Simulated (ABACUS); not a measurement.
The system is MgO.

```
Mg O
1.0
     0.00000    2.09700    2.09700
     2.09700    0.00000    2.09700
     2.09700    2.09700    0.00000
Mg O
1 1
Cartesian
  0.0000 0.0000 0.0000
  2.0970 2.0970 2.0970
```

The cell is a database's computed one.

| Property | Result |
| --- | --- |
| Program | ABACUS 3.10.1 |
| Task | relaxation of cell and atoms |
| Functional | M06-L |
| Potentials or basis | SG15 ONCV 1.2 PBE |
| Cutoff | 1320 eV |
| Density cutoff | 5279 eV |
| Basis | plane waves |
| k mesh | 7 × 7 × 7 |
| Occupations | fermi-dirac, width 0.05 eV |
| Spin | no spin polarisation |

At the start: pressure 7.4 GPa; volume 9.22 Å³/atom.

Where does the relaxation end?

Over 3 steps the energy falls by 10.2 meV/atom and the volume is 9.68 Å³/atom (+5.0 %); space group Fm-3m (No. 225, to 0.05 Å).

Step by step:
```
step  energy change (eV)  largest force (eV/Å)  pressure (GPa)  volume (Å³)
   1              0.0000                0.0000            7.36        18.44
   2             -0.0189                0.0000           -1.85        19.64
   3             -0.0205                0.0000            0.01        19.37
```

Final structure:
```xyz
2
Lattice="0.0000 2.1315 2.1315 2.1315 0.0000 2.1315 2.1315 2.1315 0.0000" Properties=species:S:1:pos:R:3 pbc="T T T"
Mg    0.0000    0.0000    0.0000
O     2.1315    2.1315    2.1315
```

Caveat: the potentials were made for another functional, which shifts forces and pressure.
